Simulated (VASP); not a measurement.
InP: relaxation of cell and atoms with PBE

Crystal: InP.

```
In P
1.0
     0.00000    3.00051    3.00051
     3.00051    0.00000    3.00051
     3.00051    3.00051    0.00000
In P
1 1
Direct
  0.00000 0.00000 0.00000
  0.25000 0.25000 0.25000
```

| Property | Result |
| --- | --- |
| Program | VASP 6.6.1 |
| Task | relaxation of cell and atoms |
| Functional | PBE |
| Potentials or basis | VASP PAW PBE potentials, release 64 (In, P) |
| Cutoff | 300 eV |
| k mesh | 4 × 4 × 4 |
| Occupations | gaussian, width 0.03 eV |
| Spin | no spin polarisation |
| Further INCAR settings | ALGO = Normal; EDIFF = 1e-07; IBRION = 2; EDIFFG = -0.005; NSW = 90; ISIF = 3 |

| Item | Value |
| --- | --- |
| Pressure after relaxing | 0.0 GPa |
| Band gap on the k mesh | 0.36 eV, direct |

Final structure:
```cif
data_structure
_symmetry_space_group_name_H-M 'P 1'
_symmetry_Int_Tables_number 1
_cell_length_a 4.2434
_cell_length_b 4.2434
_cell_length_c 4.2434
_cell_angle_alpha 60.000
_cell_angle_beta 60.000
_cell_angle_gamma 60.000
_cell_volume 54.03
loop_
_atom_site_label
_atom_site_type_symbol
_atom_site_fract_x
_atom_site_fract_y
_atom_site_fract_z
_atom_site_occupancy
In1 In 0.00000 0.00000 0.00000 1
P1 P 0.25000 0.25000 0.25000 1
```

Levels at points of the mesh, in eV from the valence-band top:
```csv
k point,band 1,band 2,band 3,band 4,band 5,band 6,band 7,band 8
"(0.00, 0.00, 0.00)",-11.04,0.00,0.00,0.00,0.36,4.09,4.09,4.09
"(0.50, 0.00, 0.00)",-9.69,-5.36,-0.87,-0.87,1.35,4.80,4.80,6.93
"(0.50, 0.50, 0.00)",-9.13,-5.45,-2.09,-2.09,1.87,2.27,8.80,9.13
```

It took 3 s on 1 thread of Intel(R) Xeon(R) Platinum 8488C (Sapphire Rapids), with other jobs on the host, peak memory 0.13 GiB.

Caveat: the k mesh is coarse (spacing up to 0.45 Å⁻¹), so the values aren't converged; the cutoff is under 1.25 times the usual one of these potentials, so pressure, stress and relaxed cells hold a basis-set (Pulay) error; the relaxation stopped at its first step, so nothing moved; spin-orbit coupling is left out, which moves the levels of the heavy elements.
